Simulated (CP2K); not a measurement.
# TiSe (P4/nmm) in CP2K: single point with PBEsol

Aim: the single point of TiSe with PBEsol.

Everything below comes from runs of CP2K 2026.2. Logs are shortened: lines on timing, memory, paths and dates and some standing lists are left out, and cuts for length are marked.

### Step 1. Starting point

The structure is tetragonal, space group P4/nmm (No. 129). The conventional cell has a = 4.178 Å, b = 4.178 Å, c = 5.984 Å, α = 90.00°, β = 90.00°, γ = 90.00°. Around Se (site symmetry 4mm) lie 4 Ti at 2.53 Å. Around Ti (site symmetry -4m2) lie 4 Se at 2.53 Å.

The cell comes from a database or a generator and needn't be the stable form of this composition.

### Step 2. Single point, PBEsol

Input file tise_scf.inp:

```
&GLOBAL
  PROJECT tise_scf
  RUN_TYPE ENERGY_FORCE
  PRINT_LEVEL LOW
&END GLOBAL
&FORCE_EVAL
  METHOD QS
  STRESS_TENSOR ANALYTICAL
  &DFT
    BASIS_SET_FILE_NAME BASIS_MOLOPT_UZH
    POTENTIAL_FILE_NAME POTENTIAL_UZH
    &MGRID
      CUTOFF 450
      REL_CUTOFF 60
      NGRIDS 4
    &END MGRID
    &QS
      METHOD GPW
      EPS_DEFAULT 1.0E-10
    &END QS
    &KPOINTS
      SCHEME MONKHORST-PACK 7 7 5
      GAMMA_CENTERED T
      SYMMETRY T
      SYMMETRY_BACKEND SPGLIB
    &END KPOINTS
    &SCF
      SCF_GUESS ATOMIC
      EPS_SCF 1.0E-6
      MAX_SCF 100
      ADDED_MOS 20
      CHOLESKY OFF
      EPS_EIGVAL 1.0E-7
      &DIAGONALIZATION ON
        ALGORITHM STANDARD
      &END DIAGONALIZATION
      &MIXING ON
        METHOD BROYDEN_MIXING
        ALPHA 0.4
        BETA 1.5
        NBUFFER 8
      &END MIXING
      &SMEAR ON
        METHOD GAUSSIAN
        SIGMA [eV] 0.05
      &END SMEAR
    &END SCF
    &XC
      &XC_FUNCTIONAL
        &GGA_X_PBE_SOL
        &END GGA_X_PBE_SOL
        &GGA_C_PBE_SOL
        &END GGA_C_PBE_SOL
      &END XC_FUNCTIONAL
    &END XC
    &PRINT
      &KPOINTS ON
      &END KPOINTS
      &MULLIKEN ON
      &END MULLIKEN
      &MO ON
        ENERGIES T
        OCCUPATION_NUMBERS T
        &EACH
          QS_SCF 0
        &END EACH
        ADD_LAST NUMERIC
      &END MO
      &LOWDIN ON
      &END LOWDIN
      &HIRSHFELD ON
        SHAPE_FUNCTION DENSITY
      &END HIRSHFELD
      &E_DENSITY_CUBE ON
        STRIDE 1
      &END E_DENSITY_CUBE
      &V_HARTREE_CUBE ON
        STRIDE 1
      &END V_HARTREE_CUBE
      &ELF_CUBE ON
        STRIDE 1
      &END ELF_CUBE
    &END PRINT
  &END DFT
  &SUBSYS
    &CELL
      A 4.1783570000 0.0000000000 0.0000000000
      B 0.0000000000 4.1783570000 0.0000000000
      C 0.0000000000 0.0000000000 5.9844230000
      PERIODIC XYZ
    &END CELL
    &COORD
      SCALED
      Se  0.0000000000 0.5000000000 0.7605560000
      Se  0.5000000000 0.0000000000 0.2394440000
      Ti  0.0000000000 0.0000000000 0.0000000000
      Ti  0.5000000000 0.5000000000 0.0000000000
    &END COORD
    &KIND Se
      BASIS_SET TZVP-MOLOPT-PBE-GTH-q6
      POTENTIAL GTH-PBE-q6
    &END KIND
    &KIND Ti
      BASIS_SET TZVP-MOLOPT-PBE-GTH-q12
      POTENTIAL GTH-PBE-q12
    &END KIND
    &PRINT
      &ATOMIC_COORDINATES ON
      &END ATOMIC_COORDINATES
      &CELL ON
      &END CELL
      &SYMMETRY ON
      &END SYMMETRY
    &END PRINT
  &END SUBSYS
  &PRINT
    &FORCES ON
    &END FORCES
    &STRESS_TENSOR ON
    &END STRESS_TENSOR
  &END PRINT
&END FORCE_EVAL
```

Potentials or basis: POTENTIAL_UZH Se GTH-PBE-q6, Ti GTH-PBE-q12; TZVP-MOLOPT-PBE-GTH basis.

On the command line:

```bash
$ OMP_NUM_THREADS=1 cp2k.psmp -i tise_scf.inp -o tise_scf.out
```

tise_scf.out:

```text

 CP2K| version string:                                       CP2K version 2026.2
 CP2K| Input file name                                              tise_scf.inp

 GLOBAL| Force Environment number                                              1
 GLOBAL| Basis set file name                                    BASIS_MOLOPT_UZH
 GLOBAL| Potential file name                                       POTENTIAL_UZH
 GLOBAL| MM Potential file name                                     MM_POTENTIAL
 GLOBAL| Coordinate file name                                      __STD_INPUT__
 GLOBAL| Method name                                                        CP2K
 GLOBAL| Project name                                                   tise_scf
 GLOBAL| Run type                                                   ENERGY_FORCE
 GLOBAL| FFT library                                                       FFTW3
[... 8 lines left out ...]
 GLOBAL| CPU model name                                                  UNKNOWN

 CELL| Volume [angstrom^3]:                                           104.480050
 CELL| Vector a [angstrom]:       4.178     0.000     0.000   |a| =     4.178357
 CELL| Vector b [angstrom]:       0.000     4.178     0.000   |b| =     4.178357
 CELL| Vector c [angstrom]:       0.000     0.000     5.984   |c| =     5.984423
 CELL| Angle (b,c), alpha [degree]:                                    90.000000
 CELL| Angle (a,c), beta  [degree]:                                    90.000000
 CELL| Angle (a,b), gamma [degree]:                                    90.000000
 CELL| Numerically orthorhombic:                                             YES
 CELL| Periodicity                                                           XYZ

 CELL_REF| Volume [angstrom^3]:                                       104.480050
 CELL_REF| Vector a [angstrom     4.178     0.000     0.000   |a| =     4.178357
 CELL_REF| Vector b [angstrom     0.000     4.178     0.000   |b| =     4.178357
 CELL_REF| Vector c [angstrom     0.000     0.000     5.984   |c| =     5.984423
 CELL_REF| Angle (b,c), alpha [degree]:                                90.000000
 CELL_REF| Angle (a,c), beta  [degree]:                                90.000000
 CELL_REF| Angle (a,b), gamma [degree]:                                90.000000
 CELL_REF| Numerically orthorhombic:                                         YES
 CELL_REF| Periodicity                                                       XYZ

[... 9 lines left out ...]

  Total number of            - Atomic kinds:                                   2
                             - Atoms:                                          4
                             - Shell sets:                                     4
                             - Shells:                                        36
                             - Primitive Cartesian functions:                 20
                             - Cartesian basis functions:                    118
                             - Spherical basis functions:                    104

  Maximum angular momentum of- Orbital basis functions:                        3
                             - Local part of the GTH pseudopotential:          2
                             - Non-local part of the GTH pseudopotential:      4

 MODULE QUICKSTEP: ATOMIC COORDINATES IN ANGSTROM
[... 131 lines left out ...]

 MO| EIGENVALUES AND OCCUPATION NUMBERS FOR K POINT 1
 MO|
 MO|  Index      Eigenvalue [a.u.]        Eigenvalue [eV]             Occupation
 MO|      1              -1.900353             -51.711248               2.000000
 MO|      2              -1.900220             -51.707626               2.000000
 MO|      3              -1.037190             -28.223363               2.000000
 MO|      4              -1.037021             -28.218765               2.000000
 MO|      5              -1.034973             -28.163056               2.000000
 MO|      6              -1.034462             -28.149146               2.000000
[... 609 lines left out ...]
 MO|     37               0.654778              17.817426               0.000000
 MO|     38               0.678201              18.454800               0.000000
 MO| Sum:                                                              36.000000
 MO| E(Fermi):            0.192454 a.u.          5.236928 eV
 MO| Band gap:            0.024024 a.u.          0.653723 eV

 [... the levels of further k-points ...]

 The electron density is written in Cube    file format to the file:

 tise_scf-ELECTRON_DENSITY-1_0.cube

 !-----------------------------------------------------------------------------!
                     Mulliken Population Analysis

 #  Atom  Element  Kind  Atomic population                           Net charge
       1     Se       1          6.081664                             -0.081664
       2     Se       1          6.081664                             -0.081664
       3     Ti       2         11.918336                              0.081664
       4     Ti       2         11.918336                              0.081664
 # Total charge                             36.000000                 -0.000000

 !-----------------------------------------------------------------------------!

 !-----------------------------------------------------------------------------!
                           Hirshfeld Charges

  #Atom  Element  Kind  Ref Charge     Population                    Net charge
      1       Se     1       6.000          6.074                        -0.074
      2       Se     1       6.000          6.074                        -0.074
      3       Ti     2      12.000         11.926                         0.074
      4       Ti     2      12.000         11.926                         0.074

  Total Charge                                                           -0.000
 !-----------------------------------------------------------------------------!

 LOWDIN POPULATION ANALYSIS

 #  Atom  Element  Kind  Atomic population                           Net charge
       1     Se       1          4.836391                              1.163609
       2     Se       1          4.836391                              1.163609
       3     Ti       2         13.163609                             -1.163609
       4     Ti       2         13.163609                             -1.163609
 # Total charge                             36.000000                 -0.000000

               ----- ELF is computed on the real space grid -----

 ELF is written in Cube    file format to the file:

 tise_scf-ELF_S1-1_0.cube

 ENERGY| Total FORCE_EVAL ( QS ) energy [hartree]           -134.862987508938659

 FORCES| Atomic forces [hartree/bohr]
 FORCES|   Atom     x               y               z               |f|
 FORCES|      1  2.22504025E-12 -1.65767273E-11  2.19722920E-03   2.19722920E-03
 FORCES|      2 -1.77002932E-12  1.97950222E-12 -2.19722920E-03   2.19722920E-03
 FORCES|      3  1.64513806E-10  1.72540638E-10  1.70334886E-09   1.71995128E-09
 FORCES|      4 -2.90319888E-11 -4.57753477E-11 -1.38280425E-09   1.38386626E-09
 FORCES| Sum     1.35936828E-10  1.12168065E-10  3.19757018E-10
 FORCES| Total atomic force                                       3.65109637E-10

 STRESS| Analytical stress tensor [bar]
 STRESS|                        x                   y                   z
 STRESS|      x       -2.21759050424E+04   9.75855218848E-05  -1.34640086475E-05
 STRESS|      y        9.75855218848E-05  -2.21758972839E+04   6.35895420292E-05
 STRESS|      z       -1.34640086475E-05   6.35895420292E-05  -1.39395228945E+04
 STRESS| 1/3 Trace                                            -1.94304417403E+04
 STRESS| Determinant                                          -6.85504743158E+12

 STRESS| Eigenvectors and eigenvalues of the analytical stress tensor [bar]
 STRESS|                        1                   2                   3
 STRESS| Eigenvalues  -2.21759050437E+04  -2.21758972827E+04  -1.39395228945E+04
 STRESS|      x           0.999920932785      0.012574902702     -0.000000001635
 STRESS|      y          -0.012574902702      0.999920932785      0.000000007721
 STRESS|      z           0.000000001732     -0.000000007699      1.000000000000
```

Wall time 50 s (1 thread of Arm Neoverse V2, shared host); peak memory 0.39 GiB.

Results:

```
Free energy            : -3669.8085 eV
Pressure               : -1.9 GPa
Largest force          : 0.113 eV/Å
Band gap on the k mesh : none (metal or under the smearing width)
Mulliken charges       : Se -0.08; Ti +0.08 e
Hirshfeld charges      : Se -0.07; Ti +0.07 e
```

Forces in eV/Å, atoms in the order of the input:
```
Se   0.000  0.000  0.113
Se   0.000  0.000 -0.113
Ti   0.000  0.000  0.000
Ti   0.000  0.000  0.000
```

Stress tensor (GPa, compression positive):
```
-2.22  0.00  0.00
 0.00 -2.22  0.00
 0.00  0.00 -1.39
```

Caveat: Mulliken charges move with the basis; the potentials were made for another functional, which shifts forces and pressure; this functional lacks dispersion, which binds the layers, so the pressure and a relaxed spacing across them are unreliable; the basis of atomic orbitals isn't converged, which shifts pressures, moduli and gaps.
